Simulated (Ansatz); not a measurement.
## Relaxing MoS2

Theory: DFT PBE, scalar-relativistic, plane waves, PAW (Ansatz). (420 eV cutoff, 12×12×2 k-mesh, Gaussian smearing of 0.02 eV, no spin polarisation)

What was changed: shear of c along a, cell held, atoms relaxed: +6.0 %.

Command:

```bash
ansatz run input.yaml --threads 1 --pin off --max-ram 2560MiB --backend cpu --events-out ev --progress --plain --runs-dir out
```

Input:

```yaml
crystal:
  lattice:
    - [3.1850687718, 0.0, 0.0]
    - [-1.5925343859, 2.7583504691, 0.0]
    - [0.8884801889, 0.0, 14.8080031482]
  atoms:
    - { symbol: Mo, position: [0.6668090335, 0.333618067, 0.25] }
    - { symbol: Mo, position: [0.3331909665, 0.666381933, 0.75] }
    - { symbol: S, position: [0.6860818501, 0.3330642564, 0.6444787314] }
    - { symbol: S, position: [0.3139181499, 0.6669357436, 0.3555212686] }
    - { symbol: S, position: [0.6469824063, 0.3330642564, 0.8555212686] }
    - { symbol: S, position: [0.3530175937, 0.6669357436, 0.1444787314] }
basis:
  ecutwfc: 420
kpoints:
  mp_grid: { grid: [12, 12, 2] }
hamiltonian:
  xc: pbe
scf:
  occupations: { method: gaussian, width: 0.02 }
output:
  forces: true
  stress: true
  eigenvalues: true
relax:
  adjacent_minimum: "off"
  f_tol: 0.008
  max_steps: 40
```

F is the free energy.

Steps:

```tsv
step	F − F(1) (eV)	largest force component (eV/Å)
1	0.0000	0.283
2	-0.0177	0.011
3	-0.0177	0.011
4	-0.0177	0.023
5	-0.0178	0.001
```

Relaxed structure:

```xyz
6
Lattice="3.1851 0.0000 0.0000 -1.5925 2.7584 0.0000 0.8885 0.0000 14.8080" Properties=species:S:1:pos:R:3 pbc="T T T"
Mo    1.8147    0.9217    3.7020
Mo    0.6664    1.8367   11.1060
S     2.2587    0.9173    9.5435
S     0.2223    1.8411    5.2645
S     2.2591    0.9173   12.6685
S     0.2219    1.8411    2.1395
```

The structure is monoclinic, space group C2/c (No. 15). The conventional cell has a = 3.185 Å, b = 5.517 Å, c = 14.835 Å, α = 90.00°, β = 93.43°, γ = 90.00°. Mo (site symmetry 2) is surrounded by 6 S at 2.41 Å. S (site symmetry 1) is surrounded by 3 Mo at 2.41 Å.

The run converged. Time: 37 s on 1 thread of Intel(R) Xeon(R) 6975P-C (Granite Rapids) (shared host), peak memory 0.61 GiB.